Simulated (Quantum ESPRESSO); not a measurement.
CdSe (Cadmoselite) under changes of volume

One of the cells (28.102 Å³/atom); the others are scaled copies at fixed shape and fractional positions:

```xyz
4
Lattice="4.3000 0.0000 0.0000 -2.1500 3.7239 0.0000 0.0000 0.0000 7.0200" Properties=species:S:1:pos:R:3 pbc="T T T"
Cd    2.1500    1.2413    3.5100
Cd    0.0000    2.4826    0.0000
Se    2.1500    1.2413    6.2127
Se    0.0000    2.4826    2.7027
```

- Program: Quantum ESPRESSO 7.5
- Functional: SCAN
- Dispersion: D3(BJ)
- Potentials or basis: SG15 PBE 1.2
- Cutoff: 952 eV
- Density cutoff: 3810 eV
- k mesh: 5 × 5 × 3
- Occupations: fermi-dirac, width 0.05 eV
- Spin: no spin polarisation

```tsv
volume (Å³/atom)	energy over the lowest point (meV/atom)	pressure (GPa)	gap on the mesh (eV)	largest force (eV/Å)
26.416	?	?	?	?
26.978	16.41	3.5	1.05	0.338
27.540	6.57	2.1	1.01	0.312
28.102	1.25	0.9	0.96	0.288
28.665	0.00	-0.2	0.92	0.265
29.227	2.39	-1.2	0.87	0.244
29.789	8.04	-2.1	0.83	0.224
```

Question: What does the run at 26.416 Å³/atom give?

Answer: Energy over the lowest point 31.33 meV/atom; pressure 5.0 GPa; gap on the mesh 1.10 eV; largest force 0.365 eV/Å.

Worked out: A Birch-Murnaghan fit of order 3 (a polynomial in V^(-2/3)) to the other rows has its minimum at 28.57 Å³/atom with B0 = V·E''(V) = 54 GPa and B' = 4.5 at fixed shape and positions, which overstates the stiffness. It gives 31.31 meV/atom at 26.416 Å³/atom, against the run's 31.33, and -dE/dV = 5.0 GPa, against 5.0. A straight line through the other rows of the gap, of slope -2.25 eV per unit of ln V (its deformation potential), extrapolates to 1.10 eV, against the run's 1.10.

Energies are extrapolated to zero smearing.

Caveats: the potentials were made for another functional, which shifts forces and pressure.

Spin-orbit coupling on Cd, Se is left out.
